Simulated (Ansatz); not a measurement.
# Au (P-1) in Ansatz: convergence with wavefunction cutoff

Aim: find how far wavefunction cutoff must go before the results for Au settle, at PBEsol. This setting moves, with any that are tied to it; all else stays.

All numbers are computed with Ansatz 0.2.0; they aren't measurements. Logs are shortened: lines on timing, memory, paths and dates and some standing lists are left out, and cuts for length are marked.

### Step 1. The cell of the first run

The typed cell holds 2 atoms: a = 2.900 Å, b = 2.900 Å, c = 4.880 Å, α = 90.00°, β = 90.00°, γ = 120.00°.

This isn't the form of Au at room conditions, which is fcc.

The cell isn't the ideal one: atoms moved at random, drawn with an rms of 0.05 Å.

### Step 2. With wavefunction cutoff 400 eV

input.yaml reads:

```yaml
crystal:
  lattice:
    - [2.9, 0.0, 0.0]
    - [-1.45, 2.511473671, 0.0]
    - [0.0, 0.0, 4.88]
  atoms:
    - { symbol: Au, position: [0.688191, 0.352032, 0.251218] }
    - { symbol: Au, position: [0.32218, 0.663265, 0.75447] }
hamiltonian:
  xc: pbesol
  pseudopotentials: { kind: paw, level: accurate }
kpoints:
  mp_grid: { grid: [8, 8, 4] }
scf:
  occupations: { method: gaussian, width: 0.05 }
output:
  forces: true
  stress: true
  eigenvalues: true
basis:
  ecutwfc: "400 eV"
```

Potentials or basis: Ansatz PAW earlier set.

On the command line:

```sh
$ ansatz run input.yaml --threads 2 --pin off --max-ram 5632MiB --backend cpu --events-out ev --progress --plain --runs-dir out
```

It took 2.8 s on 2 threads of Arm Neoverse V1, shared host; peak memory 0.34 GiB.

Results:

* Free energy: -26074.3835 eV
* Pressure: -5.7 GPa
* Largest force: 0.102 eV/Å
* Band gap on the k mesh: none (metal or under the smearing width)

### Step 3. With wavefunction cutoff 500 eV

input.yaml: that of step 2 with these lines changed.

```diff
@@ -20,2 +20,2 @@
 basis:
-  ecutwfc: "400 eV"
+  ecutwfc: "500 eV"
```

Potentials or basis: Ansatz PAW earlier set.

On the command line:

```sh
$ ansatz run input.yaml --threads 2 --pin off --max-ram 5632MiB --backend cpu --events-out ev --progress --plain --runs-dir out
```

Run time: 3.5 s. Hardware: 2 threads of Arm Neoverse V1, shared host; peak memory 0.37 GiB.

What came out:

```yaml
Free_energy: -26075.3438 eV
Pressure: -5.9 GPa
Largest_force: 0.095 eV/Å
Band_gap_on_the_k_mesh: none (metal or under the smearing width)
```

### Step 4. With wavefunction cutoff 600 eV

input.yaml: that of step 3 with these lines changed.

```diff
@@ -20,2 +20,2 @@
 basis:
-  ecutwfc: "500 eV"
+  ecutwfc: "600 eV"
```

On the command line:

```sh
$ ansatz run input.yaml --threads 2 --pin off --max-ram 5632MiB --backend cpu --events-out ev --progress --plain --runs-dir out
```

Wall time 4.5 s (2 threads of Arm Neoverse V1, shared host); peak memory 0.4 GiB.

What came out:

```yaml
Free_energy: -26075.3892 eV
Pressure: -5.9 GPa
Largest_force: 0.096 eV/Å
Band_gap_on_the_k_mesh: none (metal or under the smearing width)
```

### Step 5. With wavefunction cutoff 700 eV

input.yaml: that of step 4 with these lines changed.

```diff
@@ -20,2 +20,2 @@
 basis:
-  ecutwfc: "600 eV"
+  ecutwfc: "700 eV"
```

On the command line:

```sh
$ ansatz run input.yaml --threads 2 --pin off --max-ram 5632MiB --backend cpu --events-out ev --progress --plain --runs-dir out
```

Run time: 5.9 s. Hardware: 2 threads of Arm Neoverse V1, shared host; peak memory 0.43 GiB.

What came out:

```
Free energy            : -26075.3896 eV
Pressure               : -5.9 GPa
Largest force          : 0.096 eV/Å
Band gap on the k mesh : none (metal or under the smearing width)
```

### Step 6. With wavefunction cutoff 850 eV

input.yaml: that of step 5 with these lines changed.

```diff
@@ -20,2 +20,2 @@
 basis:
-  ecutwfc: "700 eV"
+  ecutwfc: "850 eV"
```

Potentials or basis: Ansatz PAW earlier set.

On the command line:

```sh
$ ansatz run input.yaml --threads 2 --pin off --max-ram 5632MiB --backend cpu --events-out ev --progress --plain --runs-dir out
```

Wall time 7.4 s (2 threads of Arm Neoverse V1, shared host); peak memory 0.49 GiB.

The run converged. Its results:

| Property | Result |
| --- | --- |
| Free energy | -26075.3897 eV |
| Pressure | -5.9 GPa |
| Largest force | 0.096 eV/Å |
| Band gap on the k mesh | none (metal or under the smearing width) |

### Step 7. With wavefunction cutoff 1000 eV

input.yaml: that of step 6 with these lines changed.

```diff
@@ -20,2 +20,2 @@
 basis:
-  ecutwfc: "850 eV"
+  ecutwfc: "1000 eV"
```

On the command line:

```sh
$ ansatz run input.yaml --threads 2 --pin off --max-ram 5632MiB --backend cpu --events-out ev --progress --plain --runs-dir out
```

Wall time 11 s (2 threads of Arm Neoverse V1, shared host); peak memory 0.54 GiB.

It converged, with:

| Item | Value |
| --- | --- |
| Free energy | -26075.3899 eV |
| Pressure | -5.9 GPa |
| Largest force | 0.096 eV/Å |
| Band gap on the k mesh | none (metal or under the smearing width) |

### Step 8. With wavefunction cutoff 1200 eV

input.yaml: that of step 7 with these lines changed.

```diff
@@ -20,2 +20,2 @@
 basis:
-  ecutwfc: "1000 eV"
+  ecutwfc: "1200 eV"
```

On the command line:

```sh
$ ansatz run input.yaml --threads 2 --pin off --max-ram 5632MiB --backend cpu --events-out ev --progress --plain --runs-dir out
```

Run time: 12 s. Hardware: 2 threads of Arm Neoverse V1, shared host; peak memory 0.65 GiB.

The run converged. Its results:

```
Free energy            : -26075.3901 eV
Pressure               : -5.9 GPa
Largest force          : 0.096 eV/Å
Band gap on the k mesh : none (metal or under the smearing width)
```

### Step 9. With wavefunction cutoff 1400 eV

input.yaml: that of step 8 with these lines changed.

```diff
@@ -20,2 +20,2 @@
 basis:
-  ecutwfc: "1200 eV"
+  ecutwfc: "1400 eV"
```

Potentials or basis: Ansatz PAW earlier set.

On the command line:

```sh
$ ansatz run input.yaml --threads 2 --pin off --max-ram 5632MiB --backend cpu --events-out ev --progress --plain --runs-dir out
```

Run time: 14 s. Hardware: 2 threads of Arm Neoverse V1, shared host; peak memory 0.72 GiB.

It converged, with:

* Free energy: -26075.3902 eV
* Pressure: -5.9 GPa
* Largest force: 0.096 eV/Å
* Band gap on the k mesh: none (metal or under the smearing width)

### Step 10. With wavefunction cutoff 1700 eV

input.yaml: that of step 9 with these lines changed.

```diff
@@ -20,2 +20,2 @@
 basis:
-  ecutwfc: "1400 eV"
+  ecutwfc: "1700 eV"
```

Potentials or basis: Ansatz PAW earlier set.

On the command line:

```sh
$ ansatz run input.yaml --threads 2 --pin off --max-ram 5632MiB --backend cpu --events-out ev --progress --plain --runs-dir out
```

Output:

```text
Warning: RAYON_NUM_THREADS=2 ignored (pool sized by the plan → 2); use --threads N
Engine: ansatz 0.2.0, aarch64-unknown-linux-gnu
Pseudopotentials: kind: paw, level: accurate
Pseudopotential: Au, paw, valence charge 19, recommended cutoff 864 eV (high), Au.paw.azcp
Functional definition: PBEsol
  exchange = pbesol_x
  correlation = pbesol_c
Crystal: 2 atoms, lattice volume = 35.542 Å³
Basis set: ecut = 1700 eV, 5697 PW (Γ), exchange–correlation on 80×80×144 points (8 copies of the dense FFT grid, shifted against one another)
Bands: 23, of which v1, the nominal top of the filled ones, is band 19 counted from 1 (18 counted from 0)
Symmetry: 2 space group operations
Space group: P-1 (ITA 2), of the structure as read, at distance tolerance 3.3e-5 Å
k-points: 132 of 256
Non-local potential: Au, projectors of the file, l = 0: 3, l = 1: 3, l = 2: 2, l = 3: 2
PAW form: soft (Blöchl's): semilocal exchange-correlation on the pseudo side does not see the compensation charge
PAW frozen core: Au, regenerated for the run's functional, and the local potential with it (the file was generated under x = pbe(κ = 0.804, μ = 0.2195149727645171), c = pbe(β = 0.06672455060314922))
PAW one-centre angular grid: Au, 590 points (default); XC on 64 Gauss nodes
Initial density: superposition of atomic densities (chi_scale 0.1, normalization cell)
Initial wavefunctions: pseudopotential atomic-orbital guess
Functional: x = pbesol(κ = 0.804, μ = 0.12345679012345678), c = pbesol(β = 0.046)
SCF iter   1: F=—  HF=-26076.021946 eV  |F-HF|=—  |Δ(HF+E_count)|=         —  Δρ=7.33e-2  dr2=2.04e0  ethr=3.10e-3  ⟨swp⟩=4.6  Hψ=11199  notcnv=0
preconditioner: auto → Kerker (q_TF=auto, 2.759 Å⁻¹)  [metal: Δε(μ)=0.005 eV  Ē_g=10.318 eV  σ=0.050 eV  W_gap=0.06  n_scr=10 (ndim 8)  ℏωp=29.2 eV  f_vac=0.000  D(μ)=3.14/eV (n_scr^D=36)]
SCF iter   2: F=—  HF=-26075.485109 eV  |F-HF|=—  |Δ(HF+E_count)|=   5.37e-1  Δρ=3.06e-2  dr2=3.26e-1  ethr=3.10e-3  ⟨swp⟩=2.6  Hψ=5782  notcnv=0  defer=23
SCF iter   3: F=—  HF=-26075.392431 eV  |F-HF|=—  |Δ(HF+E_count)|=   9.27e-2  Δρ=8.50e-3  dr2=1.88e-2  ethr=8.59e-4  ⟨swp⟩=2.0  Hψ=4822  notcnv=0  defer=23
SCF iter   4: F=—  HF=-26075.389783 eV  |F-HF|=—  |Δ(HF+E_count)|=   2.65e-3  Δρ=1.59e-3  dr2=4.18e-4  ethr=4.94e-5  ⟨swp⟩=2.3  Hψ=4877  notcnv=0  defer=23
SCF iter   5: F=—  HF=-26075.389920 eV  |F-HF|=—  |Δ(HF+E_count)|=   1.38e-4  Δρ=2.66e-4  dr2=2.46e-5  ethr=1.10e-6  ⟨swp⟩=2.7  Hψ=4500  notcnv=0  defer=23
SCF iter   6: F=—  HF=-26075.390204 eV  |F-HF|=—  |Δ(HF+E_count)|=   2.84e-4  Δρ=6.74e-5  dr2=1.33e-6  ethr=6.48e-8  ⟨swp⟩=2.5  Hψ=4979  notcnv=0  defer=23
SCF iter   7: F=-26075.390204 eV  HF=-26075.390204 eV  |F-HF|=6.37e-9  |Δ(HF+E_count)|=   1.36e-7  Δρ=1.22e-5  dr2=3.73e-8  ethr=2.63e-10  ⟨swp⟩=9.4  Hψ=18338  notcnv=0
SCF 1 converged in 7 iterations: F = -26075.390204 eV  dr2 = 3.73e-8
SCF converged after 7 iterations
Free energy (F): -26075.390204 eV
Harris-Foulkes:  -26075.390204 eV  (|F-HF|=6.37e-9)
Internal energy: -26075.386520 eV  (E = F + TS)
E sigma→0 (E₀):  -26075.388362 eV
Entropy (-TS):   -0.003685 eV (-1.842 meV/atom)
Fermi energy:    19.365577 eV
--- Per-component energies (eV) ---
  E_band       = -453.717934
  E_kinetic    = 1781.765715
  E_local      = -6259.877024  (includes V_loc(G=0)·N_el)
  E_nonlocal   = 2302.110446
  E_hartree    = 1463.535614
  E_xc         = -627.588208
  E_vxc        = -736.850466  (∫ρ·V_xc dr)
  E_paw        = -18983.911113  (= ΣΔE_a)
  E_vpaw       = -467.939660  (= ΣTr[D̂ρ^β])
  E_aug_tail   = 0.000000  (compensation charges beyond the density's cutoff)
  E_ewald      = -5752.042208
  E_core_change = 0.620257  (= ΣΔE_core)
  E_smearing   = -0.003685  (= −TS)
  E_closure    = 0.000000  (closes the sum)
  Σ components = -26075.390204   (vs F -26075.390204, Δ=0.00e0)
--- Forces (eV/Å), atoms counted from 1 ---
  atom   1  Au    -0.01269359    -0.00649268     0.09473488
  atom   2  Au     0.01269359     0.00649268    -0.09473488
  max |Σ_I F_I| component: 0.00e0 eV/Å
--- Stress (GPa, compression-positive) ---
       -5.775503       0.059011      -0.043996
        0.059011      -5.887476      -0.011387
       -0.043996      -0.011387      -5.965352
  P = ⅓ Tr σ = -5.8761 GPa (-58.761 kbar)
--- Band table (eV; the first three rows and the last of 132) ---
  k-point 0: bands = ["-85.9958", "-85.9877", "-37.3758", "-37.2505", "-37.2369", "-37.2221", "-37.2182", "-37.2060", "9.8922", "12.3303", "14.7380", "15.0102", "15.0551", "15.2893", "15.3636", "15.8832", "16.1310", "17.1528", "17.3879", "18.3544", "21.8496", "33.8834", "34.9308"]
  k-point 1: bands = ["-85.9946", "-85.9889", "-37.3513", "-37.2469", "-37.2343", "-37.2303", "-37.2261", "-37.2209", "10.3760", "12.2514", "14.6497", "14.9548", "14.9742", "15.1639", "15.2377", "16.1670", "16.3210", "16.4185", "17.1202", "17.2459", "24.9285", "33.0005", "34.8900"]
  k-point 2: bands = ["-85.9920", "-85.9914", "-37.2960", "-37.2875", "-37.2369", "-37.2350", "-37.2282", "-37.2269", "11.5074", "11.5649", "14.7439", "14.7706", "14.9810", "14.9842", "15.0199", "15.0272", "16.7806", "16.8279", "16.8612", "16.8924", "29.5526", "29.7706", "34.1762"]
  k-point 131: bands = ["-85.9845", "-85.9842", "-37.4036", "-37.4028", "-37.2764", "-37.2738", "-37.2588", "-37.2562", "12.7454", "12.7465", "13.7459", "13.8033", "16.0641", "16.1404", "17.0102", "17.0252", "17.6722", "17.6803", "19.9158", "19.9493", "23.0796", "23.1205", "32.3306"]
```

It took 19 s on 2 threads of Arm Neoverse V1, shared host; peak memory 0.89 GiB.

What came out:

* Free energy: -26075.3902 eV
* Pressure: -5.9 GPa
* Largest force: 0.096 eV/Å
* Band gap on the k mesh: none (metal or under the smearing width)

### Step 11. Summary

```
wavefunction cutoff  energy less the tightest run, at zero smearing (meV/atom)  pressure (GPa)  largest force (eV/Å)  SCF cycles  CPU time (s)  peak memory (GiB)
             400 eV                                                     503.34           -5.73                 0.102           7           5.3               0.34
             500 eV                                                      23.23           -5.92                 0.095           7           6.7               0.37
             600 eV                                                       0.52           -5.87                 0.096           7           8.8                0.4
             700 eV                                                       0.30           -5.88                 0.096           7            12               0.43
             850 eV                                                       0.23           -5.88                 0.096           7            14               0.49
            1000 eV                                                       0.14           -5.88                 0.096           7            22               0.54
            1200 eV                                                       0.06           -5.88                 0.096           7            23               0.65
            1400 eV                                                       0.02           -5.88                 0.096           7            28               0.72
            1700 eV                                                       0.00           -5.88                 0.096           7            38               0.89
```

Against the tightest run, the energy stays within 1 meV/atom from 600 eV on; the pressure stays within 0.1 GPa from 500 eV on; the largest force stays within 0.005 eV/Å from 500 eV on. The tightest run that finished is the yardstick and may itself not be fully converged.

Caveats: the PAW data sets come from PBE, with cores solved anew for the run's functional, which leaves a small shift of forces and pressure.
